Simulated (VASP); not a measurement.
## From VASP inputs to Ansatz: KI (strained zincblende)

INCAR

```
SIGMA = 0.02
NSW = 0
GGA = PE
LASPH = .TRUE.
IBRION = -1
LREAL = .FALSE.
EDIFF = 1E-7
NELM = 120
NBANDS = 15
LCHARG = .FALSE.
ISIF = 2
LWAVE = .FALSE.
ISMEAR = -1
PREC = Accurate
ENCUT = 520
```

KPOINTS

```
KPOINTS created by Atomic Simulation Environment
0
Gamma
6 6 6
0 0 0
```

KPOINTS_OPT

```
special points
7
Reciprocal
0.0000000000 0.0000000000 0.0000000000 1
-0.5000000000 -0.5000000000 0.0000000000 1
-0.3750000000 -0.3750000000 0.2500000000 1
-0.3750000000 0.0000000000 0.3750000000 1
0.0000000000 0.0000000000 0.5000000000 1
-0.5000000000 -0.2500000000 0.2500000000 1
0.2083330000 0.2083330000 0.4270830000 1
```

POSCAR

```
K  I
 1.0000000000000000
     0.0000000000000000    3.8667468479000000    4.1443292905000000
     3.8667468479000000    0.0000000000000000    4.1443292905000000
     3.8667468479000000    3.8667468479000000    0.0000000000000000
 K   I
   1   1
Cartesian
  0.0000000000000000  0.0000000000000000  0.0000000000000000
  1.9333734239500000  1.9333734239500000  2.0721646452500000
```

VASP ran with the recommended PBE PAW datasets (16 valence electrons in the cell).

Task: Write an Ansatz input for this cell and level of theory.

Result: 

```yaml
crystal:
  lattice:
    - [0.0, 3.8667468479, 4.1443292905]
    - [3.8667468479, 0.0, 4.1443292905]
    - [3.8667468479, 3.8667468479, 0.0]
  atoms:
    - { symbol: K, position: [0.0, 0.0, 0.0] }
    - { symbol: I, position: [0.25, 0.25, 0.25] }
kpoints:
  mp_grid: { grid: [6, 6, 6] }
  band_path:
    path:
      - [0.0, 0.0, 0.0]
      - [-0.5, -0.5, 0.0]
      - [-0.375, -0.375, 0.25]
      - [-0.375, 0.0, 0.375]
      - [0.0, 0.0, 0.5]
      - [-0.5, -0.25, 0.25]
      - [0.208333, 0.208333, 0.427083]
    npoints: 1
hamiltonian:
  xc: pbe
scf:
  occupations: { method: fermi_dirac, width: 0.02 }
  n_extra_bands: 4
output:
  forces: true
  stress: true
  eigenvalues: true
```

Other inputs would serve too.

```csv
,VASP,Ansatz
gap between bands v and c,3.90 eV,3.90 eV
least direct gap,3.92 eV,3.92 eV
pressure,0.2 GPa,0.2 GPa
```

Each program uses its own PAW datasets. VASP's cell holds 16 valence electrons and Ansatz's 26. Ansatz's stress includes a Pulay correction; VASP's doesn't.
